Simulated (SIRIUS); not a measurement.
Runs of SIRIUS 7.10.0 on MoS2. It takes space group P-3m1 (No. 164, trigonal). The conventional cell has a = 3.564 Å, b = 3.564 Å, c = 5.749 Å, α = 90.00°, β = 90.00°, γ = 120.00°. Around Mo (site symmetry -3m) lie 6 S at 2.52 Å. S (site symmetry 3m) is surrounded by 3 Mo at 2.52 Å. Measurements of this composition are mostly on another form, of space group No. 194.

```csv
potentials or basis,cutoff (eV),radial cutoff for the potentials' integrals,gap on the mesh (eV),pressure (GPa),largest force (eV/Å)
SSSP 1.3.0 PBE efficiency,828,-,none,(a),0.66
PseudoDojo 0.5 PBE stringent (scalar relativistic),1102,6.5 bohr,none,-11.5,0.66
SPMS 1.0 PBE (norm-conserving),1102,6.5 bohr,none,-11.5,0.65
PseudoDojo 0.4 PBE stringent (scalar relativistic),1102,6.5 bohr,none,-11.5,0.66
PseudoDojo 0.4.1 PBE standard (scalar relativistic),1102,6.5 bohr,none,-11.5,0.66
```

Alike in all rows: task single point; level PBE; no spin polarisation; cell as given; k mesh 8 × 8 × 4; smearing fermi-dirac 0.05 eV.

Task: Fill in the values left out.

Result: (a) -11.6.

Caveats: this functional lacks dispersion, which binds the layers, so the pressure and a relaxed spacing across them are unreliable.

A k mesh can miss the band edges, and the runs leave out spin-orbit coupling on Mo.

A gap of «none» marks a metal or a gap under the smearing width.
